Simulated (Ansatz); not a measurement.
# SiC: the cost of one run

All numbers below are computed with Ansatz 0.2.0 (DFT PBEsol, scalar-relativistic, plane waves, PAW).

5 further runs of the same task are left out: 1 that didn't finish, 4 set aside as unsound or not needed.

## Step 1: The structure to begin with

The cell holds 31 atoms (C15Si16): a = 7.546 Å, b = 7.546 Å, c = 7.546 Å, α = 109.47°, β = 109.47°, γ = 109.47°.

The coordinates of this cell stand in the input of its own run.

The host was relaxed before at PBEsol: a = 4.357 Å, b = 4.357 Å, c = 4.357 Å, α = 90.00°, β = 90.00°, γ = 90.00° (conventional cell), 10.337 Å³/atom.

Places, in fractions of the supercell: a vacancy on C at (0.250, 0.250, 0.500). Its neighbours start displaced at random by about 0.03 Å.

## Step 2: Band edges of the host over the zone

File input.yaml:

```yaml
crystal:
  lattice:
    - [0.0, 2.1783973946, 2.1783973946]
    - [2.1783973946, 0.0, 2.1783973946]
    - [2.1783973946, 2.1783973946, 0.0]
  atoms:
    - { symbol: Si, position: [0.25, 0.25, 0.25] }
    - { symbol: C, position: [0.0, 0.0, 0.0] }
basis:
  ecutwfc: 420
  xc_grid: 2
kpoints:
  mp_grid: { grid: [10, 10, 10] }
  band_path: { path: [VBM, CBM], npoints: 2 }
hamiltonian:
  xc: pbesol
scf:
  occupations: { method: gaussian, width: 0.02 }
output:
  forces: true
  stress: true
  eigenvalues: true
```

The run is started by

```bash
ansatz run input.yaml --threads 8 --pin off --max-ram 16384MiB --backend cpu --events-out ev --progress --plain --runs-dir out
```

**Question.** How long does this run take on 8 threads of Arm Neoverse V2, shared host, and how much memory does it need?

About 1.1 s, with a peak of 0.28 GiB.
